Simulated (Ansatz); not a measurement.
Crystal: As.

```xyz
1
Lattice="2.7037 0.0000 0.0000 0.0000 2.7037 0.0000 0.0000 0.0000 2.7037" Properties=species:S:1:pos:R:3 pbc="T T T"
As    1.3518    1.3518    1.3518
```

This isn't the form of As at room conditions, which is rhombohedral.

Base run:

```yaml
Program: Ansatz 0.2.0
Functional: PBEsol
Potentials_or_basis: all-electron PAW datasets made for the crystal
Cutoff: 180 eV (chosen from the basis error)
k_mesh: 8 × 8 × 8
Occupations: fermi-dirac, width 0.05 eV
Spin: no spin polarisation
```

Its results: band gap on the k mesh none (metal or under the smearing width); pressure -0.5 GPa.

Task: The run is repeated on the same cell with these changes: functional from PBEsol to PBE0; cutoff from 180 eV (chosen from the basis error) to 360 eV (chosen from the basis error). What comes out?

Result: Band gap on the k mesh none (metal or under the smearing width); pressure 0.0 GPa.

Caveats: the k mesh is thin for a metal, which can move the energy by tens of meV per atom; the program warned that the printed levels may be off, so bands, gaps and densities of states are rough (some runs).

The runs don't all hold the same shells in valence.
